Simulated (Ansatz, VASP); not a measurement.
KF in VASP and in Ansatz

INCAR

```
SYSTEM = KF
ALGO = Normal ; EDIFF = 1E-7
ENCUT = 520 ; ISIF = 2
ISMEAR = 0 ; LASPH = .True.
LCHARG = .False. ; LREAL = .False.
LWAVE = .False. ; NBANDS = 15
NELM = 100 ; PREC = Accurate
SIGMA = 0.05
```

File KPOINTS:

```
k-points
0
Gamma
  8 8 8
  0 0 0
```

The input POSCAR:

```
KF
1.0
    0.0000000000      2.9043480117      2.2653914491
    2.9043480117      0.0000000000      2.2653914491
    2.9043480117      2.9043480117      0.0000000000
K F
1 1
Direct
    0.0000000000      0.0000000000      0.0000000000
    0.5000000000      0.5000000000      0.5000000000
```

Input for Ansatz:

```yaml
crystal:
  lattice:
    - [0.0, 2.9043480117, 2.2653914491]
    - [2.9043480117, 0.0, 2.2653914491]
    - [2.9043480117, 2.9043480117, 0.0]
  atoms:
    - { symbol: K, position: [0.0, 0.0, 0.0] }
    - { symbol: F, position: [0.5, 0.5, 0.5] }
basis:
  ecutwfc: 420
kpoints:
  mp_grid: { grid: [8, 8, 8] }
hamiltonian:
  xc: lda
scf:
  occupations: { method: gaussian, width: 0.05 }
output:
  forces: true
  stress: true
  eigenvalues: true
```

Alike in both runs: task single point; functional LDA; k mesh 8 × 8 × 8; occupations gaussian, width 0.05 eV; no spin polarisation.

|  | VASP | Ansatz |
| --- | --- | --- |
| version | VASP 6.6.1 | Ansatz 0.2.0 |
| potentials or method | VASP PAW LDA potentials, release 64 (K_sv, F) | scalar-relativistic, plane waves, PAW |
| plane-wave cutoff (eV) | 520 | 420 |
| valence electrons in the cell | 16 | 16 |

|  | VASP | Ansatz | Ansatz less VASP |
| --- | --- | --- | --- |
| gap on the k mesh at the Fermi level (eV) | 4.87 | 4.90 | +0.027 |
| least direct gap on the mesh (eV) | 4.88 | 4.90 | +0.027 |
| pressure (GPa) | 3.5 | 3.1 | -0.36 |
| largest component of the traceless stress (GPa) | 16.00 | 15.17 | -0.836 |

A k mesh can miss the band edges. As with any semilocal functional, this LDA gap is likely too small.
